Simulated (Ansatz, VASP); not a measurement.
# SiO2 in two plane-wave programs, part 2 of 2

Wanted: the spread between two codes on one cell, functional and k mesh. The cell is taken from a series of runs on this material, whose earlier steps may have relaxed, scaled, displaced or heated it; both programs get it as it stands.

VASP 6.6.1 and Ansatz 0.2.0.

So far. Step 2 (VASP: single point, HSE06): The run ends at a pressure of 0.03 GPa, with forces up to 0.073 eV/Å.

**3. Ansatz: single point, HSE06**

Level of this step: Ansatz beside VASP: Kohn-Sham DFT, plane waves, HSE06 (Ansatz).

Ansatz runs on its PAW soft_1 files.

The same cell, functional and mesh now go to Ansatz, which takes its cutoff from its data sets.

input.yaml

```yaml
crystal:
  lattice:
    - [0.0, 4.71625711, 7.3627753715]
    - [2.3595806657, 0.0, 7.3627753715]
    - [2.3595806657, 4.71625711, 0.0]
  atoms:
    - { symbol: Si, position: [0.56323108, 0.56323108, 0.93676892] }
    - { symbol: Si, position: [0.31323108, 0.31323108, 0.68676892] }
    - { symbol: Si, position: [0.68676892, 0.68676892, 0.31323108] }
    - { symbol: Si, position: [0.93676892, 0.93676892, 0.56323108] }
    - { symbol: O, position: [0.625, 0.125, 0.625] }
    - { symbol: O, position: [0.625, 0.625, 0.125] }
    - { symbol: O, position: [0.625, 0.625, 0.625] }
    - { symbol: O, position: [0.125, 0.625, 0.625] }
    - { symbol: O, position: [0.1865604, 0.8134396, 0.1865604] }
    - { symbol: O, position: [0.8134396, 0.1865604, 0.8134396] }
    - { symbol: O, position: [0.4365604, 0.0634396, 0.4365604] }
    - { symbol: O, position: [0.0634396, 0.4365604, 0.0634396] }
kpoints:
  mp_grid: { grid: [4, 4, 4] }
  band_path:
    path:
      - [0.0, 0.0, 0.0]
      - [0.5, 0.0, 0.5]
      - [1.0, 0.5, 0.5]
      - [0.5, 0.5, 0.0]
      - [0.0, 0.33825295, 0.33825295]
      - [1.0, 0.66174705, 0.66174705]
      - [0.5, 0.21309896, 0.71309896]
      - [0.5, 0.78690104, 0.28690104]
    npoints: 1
hamiltonian:
  xc: hse06
  pseudopotentials: { kind: paw, azcp: { folder: soft_1 } }
scf:
  occupations: { method: fixed }
  n_extra_bands: 8
output:
  eigenvalues: true
```

On the command line:

```bash
ansatz run input.yaml --threads 3 --pin off --max-ram 92160MiB --backend cuda --events-out ev --progress --plain --runs-dir out --devices 1 --max-vram 13GiB
```

Numbers of over 12 decimals in the logs are rounded to 6 here.

Log:

```text
scf.n_extra_bands = 8 over 32 filled bands (N_el = 64.0): the run solves 40 bands
GPUs: using 1 of 1 available (devices: 1).
Engine: ansatz 0.2.0, x86_64-unknown-linux-gnu
Pseudopotentials: kind: paw
Pseudopotential: Si, paw, valence charge 4, recommended cutoff 420 eV (normal), soft_1/Si.paw.azcp
Pseudopotential: O, paw, valence charge 6, recommended cutoff 420 eV (normal), soft_1/O.paw.azcp
Functional definition: HSE06
  parameter a = 0.25
  parameter omega = 0.11/bohr
  exchange = pbe_x - a*pbe_x_sr(omega) + a*exact_x_sr(omega)
  correlation = pbe_c
davidson cushion auto → on  (no smearing: the cushion is to keep the highest requested band from converging to the state above it; pin scf.eigensolver.cushion to override)
device memory: the entry about to start is reckoned to put 3.6 GiB on a device that reports 54.9 GiB free (of which the cap on the GPU budget leaves the run 13.0 GiB)
GPU FFT provider: cuFFT
GPU libraries: cuBLAS 13.8.2, cuFFT 12.4.0, cuSOLVER 12.3.4
Crystal: 12 atoms, lattice volume = 163.872 Å³
Basis set: ecut = 420 eV, 3169 PW (Γ)
Bands: 40, of which v1, the nominal top of the filled ones, is band 32 counted from 1 (31 counted from 0)
Symmetry: 8 space group operations
Space group: Fddd (ITA 70), of the structure as read, at distance tolerance 5.5e-5 Å
k-points: 18 of 64
Non-local potential: Si, projectors of the file, l = 0: 2, l = 1: 2, l = 2: 1
Non-local potential: O, projectors of the file, l = 0: 2, l = 1: 2, l = 2: 1
PAW form: soft (Blöchl's): semilocal exchange-correlation on the pseudo side does not see the compensation charge
PAW frozen core: Si, regenerated for the run's functional, and the local potential with it (the file was generated under x = pbe(κ = 0.804, μ = 0.219515), c = pbe(β = 0.066725))
PAW frozen core: O, regenerated for the run's functional, and the local potential with it (the file was generated under x = pbe(κ = 0.804, μ = 0.219515), c = pbe(β = 0.066725))
PAW one-centre angular grid: Si, 110 points (default); XC on 64 Gauss nodes
PAW one-centre angular grid: O, 110 points (default); XC on 96 Gauss nodes
Initial density: superposition of atomic densities (chi_scale 0.1, normalization cell, long waves kept (reshape's long-wave potential 0.01 eV rms))
Initial wavefunctions: pseudopotential atomic-orbital guess
GPU buffer pool allocated for 116640 grid points (all kernels)
GPU transforms: local potential and band sums: pruned to the plane-wave sphere, on 60×54×36
Functional: x = pbe(κ = 0.804, μ = 0.219515), c = pbe(β = 0.066725), warm-up for x = pbe(κ = 0.804, μ = 0.219515) + 0.25 (exact − pbe) at short range (hse, ω = 0.207870 Å⁻¹), c = pbe(β = 0.066725); HSE06 as pw.x's `hse` composes it (authors' and Libxc's form: `xc: wpbeh`)
SCF iter   1: F=—  HF=-7103.127336 eV  |F-HF|=—  |Δ(HF+E_count)|=         —  Δρ=1.32e-1  dr2=2.54e1  ethr=1.00e-1  ⟨swp⟩=4.9  Hψ=2664  notcnv=0
preconditioner: auto → none  [insulator: Δε(μ)=7.313 eV  Ē_g=17.495 eV  n_scr=30 (ndim 8)  ℏωp=23.2 eV  f_vac=0.049]
SCF iter   2: F=—  HF=-7096.899898 eV  |F-HF|=—  |Δ(HF+E_count)|=    6.23e0  Δρ=6.71e-2  dr2=3.10e0  ethr=3.97e-2  ⟨swp⟩=3.6  Hψ=2178  notcnv=0  defer=1
iter 3 solved again at ethr=4.82e-4 eV; its pass at ethr=4.85e-3 eV (dr2=3.08e-1 eV) is discarded
SCF iter   3: F=—  HF=-7096.146340 eV  |F-HF|=—  |Δ(HF+E_count)|=   7.54e-1  Δρ=2.10e-2  dr2=3.06e-1  ethr=4.82e-4  ⟨swp⟩=3.3  Hψ=3678  notcnv=0  defer=1
SCF iter   4: F=—  HF=-7096.185613 eV  |F-HF|=—  |Δ(HF+E_count)|=   3.93e-2  Δρ=2.37e-3  dr2=6.36e-3  ethr=4.78e-4  ⟨swp⟩=3.9  Hψ=1756  notcnv=0  defer=1
SCF iter   5: F=-7096.184610 eV  HF=-7096.185287 eV  |F-HF|=6.77e-4  |Δ(HF+E_count)|=   3.25e-4  Δρ=8.41e-4  dr2=1.26e-3  ethr=9.94e-6  ⟨swp⟩=4.9  Hψ=2359  notcnv=0  defer=1
SCF 1 stopped early in 5 iterations: F = -7096.184610 eV  dr2 = 1.26e-3
  greatest PAW one-centre occupation: 0.862 electrons in one spin orbital (limit 2), on the O atom at site 11 (counted from 0), in its partial waves of l = 0
device memory: the entry about to start is reckoned to put 4.3 GiB on a device that reports 50.7 GiB free (of which the cap on the GPU budget leaves the run 13.0 GiB)
GPU FFT provider: cuFFT
GPU libraries: cuBLAS 13.8.2, cuFFT 12.4.0, cuSOLVER 12.3.4
Initial density: handed on by an earlier stage of this run
Initial wavefunctions: those handed on with the density
GPU buffer pool allocated for 116640 grid points (all kernels)
GPU transforms: local potential and band sums: pruned to the plane-wave sphere, on 60×54×36
Functional: x = pbe(κ = 0.804, μ = 0.219515) + 0.25 (exact − pbe) at short range (hse, ω = 0.207870 Å⁻¹), c = pbe(β = 0.066725); HSE06 as pw.x's `hse` composes it (authors' and Libxc's form: `xc: wpbeh`)
Exchange kernel: α = 0.2500, screened, ω = 0.2079 Å⁻¹, Wigner–Seitz truncation, v(0) = 1045.4382 eV·Å³, q-mesh 4×4×4, nearest image of the exchange supercell L = 18.88 Å, pair-density grid 48×30×32, without the augmentation charges, whose exchange is taken in its separable form by FFT convolution over the k-point mesh (the finest that the files' search goes to), smooth part of the exact exchange by density-matrix convolution in up to 3.87 GiB of GPU memory as planned if the GPU has room (build and FFT work areas not counted)
Frozen-core exchange: fock
SCF iter   1: F=—  HF=-7097.617504 eV  |F-HF|=—  |Δ(HF+E_count)|=         —  Δρ=6.86e-3  dr2=6.38e-2  ethr=1.97e-5  ⟨swp⟩=7.7  Hψ=3670  notcnv=0
preconditioner: auto → none  [insulator: Δε(μ)=7.590 eV  Ē_g=18.633 eV  n_scr=30 (ndim 8)  ℏωp=23.2 eV  f_vac=0.189]
SCF iter   2: F=—  HF=-7097.595371 eV  |F-HF|=—  |Δ(HF+E_count)|=   2.21e-2  Δρ=2.01e-3  dr2=7.73e-3  ethr=1.97e-5  ⟨swp⟩=3.9  Hψ=2192  notcnv=0
SCF iter   3: F=—  HF=-7097.613292 eV  |F-HF|=—  |Δ(HF+E_count)|=   1.79e-2  Δρ=8.29e-4  dr2=1.08e-3  ethr=9.09e-6  ⟨swp⟩=4.1  Hψ=2372  notcnv=0  defer=2
SCF iter   4: F=—  HF=-7097.613070 eV  |F-HF|=—  |Δ(HF+E_count)|=   2.22e-4  Δρ=3.23e-4  dr2=1.41e-4  ethr=1.56e-6  ⟨swp⟩=3.1  Hψ=2103  notcnv=0
SCF iter   5: F=—  HF=-7097.613264 eV  |F-HF|=—  |Δ(HF+E_count)|=   1.94e-4  Δρ=1.53e-4  dr2=2.48e-5  ethr=1.95e-7  ⟨swp⟩=5.1  Hψ=2436  notcnv=0  defer=2
SCF iter   6: F=-7097.613254 eV  HF=-7097.613255 eV  |F-HF|=3.34e-7  |Δ(HF+E_count)|=   9.41e-6  Δρ=3.91e-5  dr2=2.11e-6  ethr=3.75e-8  ⟨swp⟩=3.6  Hψ=1817  notcnv=0
SCF 2 stopped early in 6 iterations: F = -7097.613254 eV  dr2 = 2.11e-6
  greatest PAW one-centre occupation: 0.865 electrons in one spin orbital (limit 2), on the O atom at site 10 (counted from 0), in its partial waves of l = 0
hybrid outer 1: dexx = +2.278e-2 eV, tail = 4.02e-5 eV
GPU FFT provider: cuFFT
GPU libraries: cuBLAS 13.8.2, cuFFT 12.4.0, cuSOLVER 12.3.4
GPU buffer pool allocated for 116640 grid points (all kernels)
GPU transforms: local potential and band sums: pruned to the plane-wave sphere, on 60×54×36
Exchange kernel: α = 0.2500, screened, ω = 0.2079 Å⁻¹, Wigner–Seitz truncation, v(0) = 1045.4382 eV·Å³, q-mesh 4×4×4, nearest image of the exchange supercell L = 18.88 Å, pair-density grid 48×30×32, without the augmentation charges, whose exchange is taken in its separable form by FFT convolution over the k-point mesh (the finest that the files' search goes to), smooth part of the exact exchange by density-matrix convolution in up to 3.87 GiB of GPU memory as planned if the GPU has room (build and FFT work areas not counted)
Frozen-core exchange: fock
SCF iter   1: F=—  HF=-7097.613499 eV  |F-HF|=—  |Δ(HF+E_count)|=         —  Δρ=6.55e-5  dr2=3.28e-6  ethr=3.14e-7  ⟨swp⟩=3.9  Hψ=1734  notcnv=0
preconditioner: auto → none  [insulator: Δε(μ)=7.586 eV  Ē_g=18.618 eV  n_scr=30 (ndim 8)  ℏωp=23.2 eV  f_vac=0.198]
SCF iter   2: F=—  HF=-7097.613499 eV  |F-HF|=—  |Δ(HF+E_count)|=   4.83e-7  Δρ=2.04e-5  dr2=3.87e-7  ethr=4.78e-9  ⟨swp⟩=4.9  Hψ=2729  notcnv=0
SCF iter   3: F=—  HF=-7097.613499 eV  |F-HF|=—  |Δ(HF+E_count)|=   9.20e-8  Δρ=1.48e-5  dr2=2.30e-7  ethr=5.38e-10  ⟨swp⟩=4.0  Hψ=2367  notcnv=0
SCF iter   4: F=-7097.613499 eV  HF=-7097.613499 eV  |F-HF|=4.49e-8  |Δ(HF+E_count)|=   5.42e-8  Δρ=7.48e-6  dr2=8.39e-8  ethr=2.93e-10  ⟨swp⟩=2.0  Hψ=1584  notcnv=0
SCF 3 converged in 4 iterations: F = -7097.613499 eV  dr2 = 8.39e-8
  greatest PAW one-centre occupation: 0.865 electrons in one spin orbital (limit 2), on the O atom at site 11 (counted from 0), in its partial waves of l = 0
hybrid outer 2: dexx = +3.771e-7 eV, tail = 1.85e-7 eV, Δε = 1.69e-3 eV (about 1.39e-4 eV left of the loop's levels)
the search or the solves at the SCF's close seem to have found levels that the self-consistency loop had missed (the run counts 1). By its estimate they hold under 1e-12 electrons; where the run keeps them, the occupations were computed again with them
device memory: the entry about to start is reckoned to put 1.3 GiB on a device that reports 52.8 GiB free (of which the cap on the GPU budget leaves the run 13.0 GiB)
NSCF: frozen V_eff on 8 k-points
hybrid SCF converged: 2 outer / 10 inner (+5 warm-up), last move |dexx| = 3.77e-7 eV, tail = 1.85e-7 eV
Stability not checked: this state was not tested for a lower state beside it, because the functional holds exact exchange (a hybrid, or Hartree-Fock), whose exchange loop this test does not read (fock_operator; see scf.lower_state_search)
Free energy (F): -7097.613499 eV
Frozen-core exchange: fock
Harris-Foulkes:  -7097.613500 eV  (|F-HF|=4.49e-8)
Internal energy: -7097.613499 eV  (E = F + TS)
E sigma→0 (E₀):  -7097.613499 eV
Fermi energy:    0.449239 eV
--- Per-component energies (eV) ---
  E_band       = -443.107622
  E_kinetic    = 1566.970359
  E_local      = -4241.283814  (includes V_loc(G=0)·N_el)
  E_nonlocal   = 495.998624
  E_hartree    = 1577.020796
  E_xc         = -647.362205
  E_vxc        = -742.494237  (∫ρ·V_xc dr)
  E_exx        = -184.540898  (= α·E_x^exact, valence–valence)
  E_paw        = -3333.315388  (= ΣΔE_a)
  E_vpaw       = -307.277516  (= ΣTr[D̂ρ^β])
  E_aug_tail   = 0.006647  (compensation charges beyond the density's cutoff)
  E_ewald      = -2330.657877
  E_core_change = -0.449744  (= ΣΔE_core)
  E_smearing   = -0.000000  (= −TS)
  E_closure    = 0.000000  (closes the sum)
  Σ components = -7097.613499   (vs F -7097.613499, Δ=0.00e0)
--- Band table (eV; the first three rows and the last of 18) ---
  k-point 0: bands = [... 28 lower, -0.2048, -0.0169, 0.4146, 0.4492, 8.0347, 10.7104, 10.7651, 11.0979, ... 4 higher]
  k-point 1: bands = [... 28 lower, -0.3481, 0.0204, 0.2069, 0.2754, 9.0009, 11.2060, 11.2588, 11.5043, ... 4 higher]
  k-point 2: bands = [... 28 lower, -0.1916, -0.1445, 0.1197, 0.1766, 10.5769, 11.1579, 11.4845, 11.9465, ... 4 higher]
  k-point 17: bands = [... 28 lower, -0.1951, -0.1951, 0.2877, 0.2877, 9.2149, 9.2149, 11.2185, 11.2185, ... 4 higher]
```

Reading the cycles: dr2 is the Hartree energy of the density residual (eV), the measure of convergence; HF is the Harris–Foulkes estimate of the energy, which meets the free energy F at convergence.

**4. Side by side**

Known differences besides the potentials themselves: exact exchange at q = 0 is treated differently, which shows on coarse meshes; VASP keeps PBE cores, Ansatz makes them for the functional; fixed occupations in Ansatz, narrow Gaussian smearing in VASP; the cutoff is 420 eV in Ansatz and 520 eV in VASP; VASP takes a coarser grid for exact exchange (PRECFOCK = Fast). Total energies have different zeros and are not compared.

Both answers:

| quantity | Ansatz | VASP | difference |
| --- | --- | --- | --- |
| gap on the k mesh (eV) | 7.585 | 7.585 | +0.001 |

A gap on the mesh is an upper bound, since the band edges may lie between its points.

**5. Results**

| Property | Result |
| --- | --- |
| difference in gap on the k mesh (single point, HSE06) | 9.4e-4 eV |

What this shows: The difference in gap on the k mesh is 9.4e-4 eV (single point, HSE06), within the 0.08 eV picked in this series as the mark of a large difference. Such differences can come from data sets, numerical settings and the points named under the comparisons, not from the functional's error against experiment.

[Lines on the potential files, build, host, timing and source positions are cut from VASP's logs without a mark.]

[Logs are printed without paths, hosts, clocks, repeated set-up lines and the standing remarks that a program may print on its own settings, such as how far it seeks lower states.]

[Hosts, paths, dates, database ids (printed as entryN), source tags and the programs' standing remarks are cut or masked in the printed files.]
